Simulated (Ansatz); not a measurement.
Here is an Ansatz 0.2.0 calculation.

input.yaml

```yaml
crystal:
  lattice:
    - [0.0, 2.678, 2.678]
    - [2.678, 0.0, 2.678]
    - [2.678, 2.678, 0.0]
  atoms:
    - { symbol: Co, position: [0.0, 0.0, 0.0], spin: 2.0 }
    - { symbol: Si, position: [0.75, 0.75, 0.75] }
    - { symbol: Si, position: [0.25, 0.25, 0.25] }
hamiltonian:
  xc: pbe
  pseudopotentials: { kind: paw }
magnetization:
  spin_polarized: true
  initial_magnetization: 2.0
  spin_locking: { lock_magnetization: hard }
kpoints:
  mp_grid: { grid: [7, 7, 7] }
scf:
  occupations: { method: fermi_dirac, width: 0.05 }
  lower_state_search: "off"
output:
  forces: true
  stress: true
  eigenvalues: true
```

Potentials or basis: Ansatz PAW.

Launch:

```bash
$ ansatz run input.yaml --threads 2 --pin off --max-ram 5632MiB --backend cpu --events-out ev --progress --plain --runs-dir out
```

(1) Estimate the pressure.

Results:

(1) 14.5 GPa.

Caveat: the total moment is fixed, so each spin has its own Fermi level; the thresholds are loose for stress.
